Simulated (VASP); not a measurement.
# Ta3N5: GW quasiparticle gap, part 2 of 5

How does the gap of Ta3N5 change from the starting functional to GW? The cell has space group Cmcm. The start is a cell from a database of measured crystal structures.

VASP 6.6.1, plane waves and PAW; the level of theory is named at each step.

So far: The structure; Ground state.

## (2) Ground state (continued)

Level of this step: r2SCAN; plane waves and PAW (Ta_sv_GW, N_GW) (VASP).

The highest empty bands on the path are converged less tightly, to about 0.1 eV. The electronic bands at the labelled points (eV, zero at the valence-band top; v1 is the highest filled band, c1 the lowest empty one):

| point | v4 | v3 | v2 | v1 | c1 | c2 | c3 | c4 |
| --- | --- | --- | --- | --- | --- | --- | --- | --- |
| Γ | -0.87 | -0.58 | -0.34 | -0.04 | 1.78 | 2.07 | 2.46 | 2.80 |
| 0.43 of the way | -0.96 | -0.67 | -0.64 | 0.00 | 2.17 | 2.76 | 3.16 | 3.16 |
| X | -1.51 | -1.17 | -0.90 | -0.52 | 2.16 | 2.64 | 2.69 | 3.10 |
| 0.43 of the way | -1.25 | -0.89 | -0.82 | -0.58 | 2.13 | 2.39 | 2.76 | 3.15 |
| S | -1.13 | -1.08 | -0.61 | -0.43 | 2.08 | 2.13 | 2.96 | 3.29 |
| 0.43 of the way | -1.00 | -0.94 | -0.61 | -0.46 | 2.17 | 2.19 | 2.99 | 3.14 |
| R | -0.80 | -0.80 | -0.56 | -0.56 | 2.28 | 2.28 | 3.01 | 3.01 |
| 0.57 of the way | -1.06 | -1.06 | -0.76 | -0.76 | 2.50 | 2.50 | 3.00 | 3.00 |
| A | -1.21 | -1.21 | -1.03 | -1.03 | 2.68 | 2.68 | 3.06 | 3.06 |
| 0.43 of the way | -0.95 | -0.95 | -0.51 | -0.51 | 2.59 | 2.59 | 3.15 | 3.15 |
| Z | -0.79 | -0.79 | -0.59 | -0.59 | 1.95 | 1.95 | 2.83 | 2.83 |
| 0.43 of the way | -0.74 | -0.66 | -0.45 | -0.44 | 1.85 | 2.03 | 2.61 | 2.85 |
| Γ | -0.87 | -0.58 | -0.34 | -0.04 | 1.78 | 2.07 | 2.46 | 2.80 |
| 0.43 of the way | -1.05 | -0.69 | -0.53 | -0.12 | 1.67 | 2.43 | 2.54 | 2.67 |
| Y | -1.02 | -0.99 | -0.84 | -0.35 | 1.54 | 2.18 | 2.67 | 3.30 |
| 0.57 of the way | -0.91 | -0.87 | -0.87 | -0.63 | 2.57 | 2.88 | 2.93 | 3.08 |
| X1 | -1.51 | -1.17 | -0.90 | -0.52 | 2.16 | 2.64 | 2.69 | 3.10 |
| 0.57 of the way | -1.25 | -1.15 | -1.11 | -0.73 | 2.41 | 2.70 | 2.85 | 3.17 |
| A1 | -1.21 | -1.21 | -1.03 | -1.03 | 2.68 | 2.68 | 3.06 | 3.06 |
| 0.43 of the way | -1.03 | -1.03 | -0.71 | -0.71 | 2.84 | 2.84 | 3.03 | 3.03 |
| T | -1.25 | -1.25 | -0.65 | -0.65 | 1.89 | 1.89 | 3.01 | 3.01 |
| 0.43 of the way | -1.23 | -1.16 | -0.74 | -0.50 | 1.69 | 2.08 | 2.82 | 3.20 |
| Y | -1.02 | -0.99 | -0.84 | -0.35 | 1.54 | 2.18 | 2.67 | 3.30 |
| jump to Z | -0.79 | -0.79 | -0.59 | -0.59 | 1.95 | 1.95 | 2.83 | 2.83 |
| 0.57 of the way | -0.95 | -0.95 | -0.72 | -0.72 | 1.96 | 1.96 | 3.07 | 3.07 |
| T | -1.25 | -1.25 | -0.65 | -0.65 | 1.89 | 1.89 | 3.01 | 3.01 |

Of the projections kept (Ta, N), the largest for each band there; the rest of the weight can lie on other orbitals:

| point | v4 | v3 | v2 | v1 | c1 | c2 | c3 | c4 |
| --- | --- | --- | --- | --- | --- | --- | --- | --- |
| Γ | N 0.85 | N 0.84 | N 0.88 | N 0.84 | Ta 0.97 | Ta 0.91 | Ta 0.92 | Ta 0.97 |
| X | N 0.77 | N 0.78 | N 0.71 | N 0.86 | Ta 0.90 | Ta 0.81 | Ta 0.83 | Ta 0.91 |
| S | N 0.84 | N 0.81 | N 0.74 | N 0.84 | Ta 0.92 | Ta 0.94 | Ta 0.96 | Ta 0.89 |
| R | N 0.83 | N 0.83 | N 0.80 | N 0.80 | Ta 0.91 | Ta 0.91 | Ta 0.87 | Ta 0.87 |
| A | N 0.71 | N 0.71 | N 0.79 | N 0.79 | Ta 0.77 | Ta 0.77 | Ta 0.82 | Ta 0.82 |
| Z | N 0.81 | N 0.81 | N 0.87 | N 0.87 | Ta 0.92 | Ta 0.92 | Ta 0.88 | Ta 0.88 |

The cell has a gap of 1.54 eV on mesh and path. Spin-orbit coupling is left out, which can shift or reorder these edges. Forces of up to 0.40 eV/Å remain in these settings.

## (3) Empty bands

ALGO = Exact makes the empty bands from the converged ground state in one step. LOPTICS writes the k-derivatives of the orbitals (WAVEDER), which give the long-wavelength limit of the screening.

INCAR

```
SYSTEM = Ta3N5
PREC = Accurate
ENCUT = 450
ISMEAR = 0
SIGMA = 0.01
LREAL = .FALSE.
METAGGA = R2SCAN
LASPH = .TRUE.
NBANDS = 768
ALGO = Exact
NELM = 1
LWAVE = .TRUE.
LCHARG = .FALSE.
LOPTICS = .TRUE.
NEDOS = 1000
CSHIFT = 0.1
```

POSCAR

```
Ta3N5
1.0
    1.9431000000     -5.1059000000      0.0000000000
    1.9431000000      5.1059000000      0.0000000000
    0.0000000000      0.0000000000     10.2624000000
Ta N
6 10
Direct
    0.8029000000      0.1971000000      0.2500000000
    0.1971000000      0.8029000000      0.7500000000
    0.8654500000      0.1345500000      0.5590600000
    0.1345500000      0.8654500000      0.0590600000
    0.1345500000      0.8654500000      0.4409400000
    0.8654500000      0.1345500000      0.9409400000
    0.2367800000      0.7632200000      0.2500000000
    0.7632200000      0.2367800000      0.7500000000
    0.9529900000      0.0470100000      0.1194900000
    0.0470100000      0.9529900000      0.6194900000
    0.0470100000      0.9529900000      0.8805100000
    0.9529900000      0.0470100000      0.3805100000
    0.6913800000      0.3086200000      0.0737800000
    0.3086200000      0.6913800000      0.5737800000
    0.3086200000      0.6913800000      0.9262200000
    0.6913800000      0.3086200000      0.4262200000
```

KPOINTS

```
Automatic mesh
0
Gamma
4 4 1
0 0 0
```

PAW data sets: Ta_sv_GW and N_GW (PBE family, release 64).

Started as:

```bash
> mpirun -np 16 vasp_std
```

What it wrote:

```text
[banner, memory and clock lines left out]
running   16 mpi-ranks, on    1 nodes
 distrk:  each k-point on   16 cores,    1 groups
 distr:  one band on    1 cores,   16 groups

 POSCAR found type information on POSCAR TaN
 POSCAR found :  2 types and      16 ions
 [... a notice as in an earlier step ...]

 [... a notice as in an earlier step ...]

 LDA part: xc-table for (None), standard interpolation
 found WAVECAR, reading the header
  number of bands has changed, file:    80 present:   768
  trying to continue reading WAVECAR, but it might fail
 POSCAR, INCAR and KPOINTS ok, starting setup
 FFT: planning ... GRIDC
 FFT: planning ... GRID_SOFT
 FFT: planning ... GRID
 reading WAVECAR
 random initialization beyond band           80
 the WAVECAR file was read successfully
 initial charge from wavefunction
 entering main loop
       N       E                     dE             d eps       ncg     rms          rms(c)
DIA:   1    -0.418591225276E+03   -0.41859E+03    0.00000E+00     0   0.000E+00
   1 F= -.41859123E+03 E0= -.41859123E+03  d E =-.271000E-47
 writing wavefunctions
 optical routines
 imaginary and real dielectric function
 direction            1
 direction            2
 direction            3
```

Elapsed: 3.3 min, on 16 MPI ranks of Intel Xeon Platinum 8259CL at 2.50GHz (Skylake/Cascade Lake), shared host; peak memory 7 GiB; 52 min of CPU time.

Parts of OUTCAR (step 3):

```text
 Found      7 irreducible k-points:

   k-points           NKPTS =      7   k-points in BZ     NKDIM =      7   number of bands    NBANDS=    768

   NELECT =     128.0000    total number of electrons

 E-fermi :   6.4248

 k-point     1 :       0.0000    0.0000    0.0000
  band No.  band energies     occupation
    ...
     60       5.3916      2.00000
     61       5.4921      2.00000
     62       5.7879      2.00000
     63       6.0297      2.00000
     64       6.3240      2.00000
     65       8.1435      0.00000
     66       8.4364      0.00000
     67       8.8229      0.00000
     68       9.1623      0.00000
     69       9.4799      0.00000
    ...

 k-point     2 :       0.2500   -0.0000    0.0000
  band No.  band energies     occupation
    ...
     60       5.3705      2.00000
     61       5.4059      2.00000
     62       5.5724      2.00000
     63       5.7103      2.00000
     64       6.2323      2.00000
     65       8.6482      0.00000
     66       9.2519      0.00000
     67       9.3965      0.00000
     68       9.5798      0.00000
     69       9.5930      0.00000
    ...

  Total       -2.7014020     -2.1610677     -0.5505810      0.0000000      0.0000000      0.0000000
  in kB      -21.2546232    -17.0032743     -4.3319698      0.0000000      0.0000000      0.0000000
  external PRESSURE =     -14.1966224 kB  Pullay stress =       0.0000000 kB

 POSITION                                       TOTAL-FORCE (eV/Angst)
 -----------------------------------------------------------------------------------
      1.94310     -3.09315      2.56560         0.000000     -0.099387      0.000000
      1.94310      3.09315      7.69680         0.000000      0.099387     -0.000000
      1.94310     -3.73190      5.73730         0.000000     -0.316107      0.244312
      1.94310      3.73190      0.60610         0.000000      0.316107      0.244312
      1.94310      3.73190      4.52510         0.000000      0.316107     -0.244312
      1.94310     -3.73190      9.65630         0.000000     -0.316107     -0.244312
      1.94310      2.68795      2.56560         0.000000     -0.105569      0.000000
      1.94310     -2.68795      7.69680         0.000000      0.105569      0.000000
      1.94310     -4.62584      1.22625         0.000000     -0.095564     -0.227471
      1.94310      4.62584      6.35745         0.000000      0.095564     -0.227471
      1.94310      4.62584      9.03615         0.000000      0.095564      0.227471
      1.94310     -4.62584      3.90495         0.000000     -0.095564      0.227471
      1.94310     -1.95433      0.75716         0.000000     -0.060725     -0.045199
      1.94310      1.95433      5.88836         0.000000      0.060725     -0.045199
      1.94310      1.95433      9.50524         0.000000      0.060725      0.045199
      1.94310     -1.95433      4.37404         0.000000     -0.060725      0.045199
 -----------------------------------------------------------------------------------
    total drift:                                0.000000     -0.000000     -0.000000

  FREE ENERGIE OF THE ION-ELECTRON SYSTEM (eV)
  ---------------------------------------------------
  free  energy   TOTEN  =      -418.5912252756 eV

  energy  without entropy=     -418.5912252756  energy(sigma->0) =     -418.59122528

 plasma frequency squared (from intraband transitions) (eV^2)
  --------------------------------------------------------------------------------------
       0.000       0.000       0.000
       0.000       0.000       0.000
       0.000       0.000       0.000

[... 9 parts as in an earlier step ...]

[... 4 further parts left out ...]
```

The gap is read on the k-mesh alone, so it is an upper bound where the band edges lie off the mesh.

A gap read on the k-mesh alone can miss the band edges.

This step gave:

```yaml
gap_on_the_k_mesh: 1.586 eV
least_direct_gap_on_the_k_mesh: 1.795 eV
```

WAVECAR now holds 768 bands for 128 electrons. Its independent-particle dielectric tensor has xx, yy, zz = 12.0, 9.9, 11.1 on this mesh, which isn't tested for convergence in mesh or bands and lacks local fields.

[end of part 2 of 5]

[Lines on the potential files, build, host, timing and source positions are cut from VASP's logs without a mark.]

[Logs are printed without paths, hosts, clocks, repeated set-up lines and the standing remarks that a program may print on its own settings, such as how far it seeks lower states.]

[Hosts, paths, dates, database ids (printed as entryN), source tags and the programs' standing remarks are cut or masked in the printed files.]

[Pressures printed for these runs are not shown converged in the cutoff: they can be off by several GPa and have the wrong sign.]
